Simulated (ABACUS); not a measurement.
Runs of ABACUS 3.10.1 on GaN. It takes space group P6_3mc (No. 186, hexagonal). Conventional cell: a = 3.180 Å, b = 3.180 Å, c = 5.166 Å, α = 90.00°, β = 90.00°, γ = 120.00°. Ga (site symmetry 3m) is surrounded by 4 N at 1.94 to 1.95 Å. N (site symmetry 3m) is surrounded by 4 Ga at 1.94 to 1.95 Å. 

```tsv
task	level	potentials or basis	spin	cell	k mesh	cutoff (eV)	SCF threshold on the density	eigensolver	mixing share	symmetry key	max steps of the relaxation	gap on the mesh (eV)	pressure (GPa)	relaxed volume (Å³/atom)	largest force (eV/Å)
single point	r2SCAN	SG15 ONCV 1.2 PBE, plane waves	off	as given	6 × 6 × 3	1320	1e-08	dav	0.7	1	-	2.12	-1.2	-	0.12
single point	PBE	Ansatz NC PBE, DZP LCAO (the cutoffs set its grid)	off	as given	9 × 9 × 5	1361	1e-07	genelpa	0.7	1	-	2.36	9.7	-	0.13
relaxation of cell and atoms	LDA-PW92	GBRV ultrasoft 1.5 LDA, plane waves	off	relaxed	8 × 8 × 4	544	1e-08	dav	0.7	1	60	2.14	0.0	11.04	0.02
relaxation of cell and atoms	LDA	GBRV ultrasoft 1.5 LDA, plane waves	off	relaxed	8 × 8 × 4	544	1e-08	dav	0.7	1	60	2.14	0.0	11.05	-
single point	PBE	PseudoDojo NC SR 0.4.1 PBE standard, plane waves	off	as given	10 × 10 × 5	1143	1e-08	dav	0.7	1	-	2.01	7.5	-	0.14
single point	r2SCAN	SG15 ONCV 1.2 PBE, DZP LCAO (the cutoffs set its grid)	off	as given	7 × 7 × 4	1361	1e-07	genelpa	0.7	1	-	(a)	1.8	-	(b)
relaxation of cell and atoms	PBEsol	PseudoDojo NC SR 0.4.1 PBE standard, plane waves	off	relaxed	8 × 8 × 4	1143	1e-08	dav	0.7	1	60	1.83	0.0	11.41	-
```

Alike in all rows: smearing fermi-dirac 0.05 eV.

**Question.** Fill in the values left out.

**Answer.** (a) 2.33; (b) 0.11.

Caveats: an odd mesh through Γ misses points on the zone boundary, where band edges often lie (some runs); there are fewer bands than atomic start orbitals, so a level may be missed at k points of high symmetry (some runs); the potentials were made for another functional, which shifts forces and pressure (some runs); the atomic orbitals were generated for these runs and aren't a published set (some runs); the basis of atomic orbitals isn't converged, which shifts pressures, moduli and gaps (some runs).

A k mesh can miss the band edges, and the runs leave out spin-orbit coupling on Ga.

Not every run made on this cell is shown here.
